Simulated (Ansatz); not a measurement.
**Ag: frozen-core PAW against all-electron methods**

```
Ag
1.0
     0.00000    2.04310    2.00224
     2.04310    0.00000    2.00224
     2.04310    2.04310    0.00000
Ag
1
Direct
  0.00000 0.00000 0.00000
```

Conventional cell: a = 2.889 Å, b = 2.889 Å, c = 4.004 Å, α = 90.00°, β = 90.00°, γ = 90.00°. Ag (atom 1) is surrounded by 12 Ag at 2.86 to 2.89 Å.

The cell is COD entry 9008459, as deposited and not checked against the literature; nothing was relaxed. The listed cell was then made from it by scaling, straining or moving an atom.

All numbers are computed: DFT, PBE, PAW with Ansatz's default frozen-core files, scalar-relativistic (Ansatz 0.2.0); DFT, PBE, all-electron PAW with datasets made for the crystal, scalar-relativistic (Ansatz 0.2.0); DFT, PBE, all-electron LAPW, scalar-relativistic (Ansatz 0.2.0).

For PAW: a Γ-centred 15×15×15 k mesh, Fermi–Dirac smearing of 0.05 eV, cutoff 420 eV, no spin polarisation. The crystal-made all-electron datasets (AE datasets) take a cutoff of 260 eV at this cell. LAPW targets a basis error of 1 meV/atom. The Ansatz runs share mesh, smearing and spin set-up. Plane-wave (PAW) pressures include the program's estimate of the Pulay term.

Stress and pressure are positive in compression.

| quantity | PAW | AE datasets | LAPW |
| --- | --- | --- | --- |
| pressure (GPa) | 7.09 | 7.07 | 7.06 |
| stress xx (GPa) | 7.04 | 7.02 | 7.02 |
| stress zz (GPa) | 7.18 | 7.16 | 7.15 |

PAW's pressure differs from the LAPW value by +0.03 GPa.
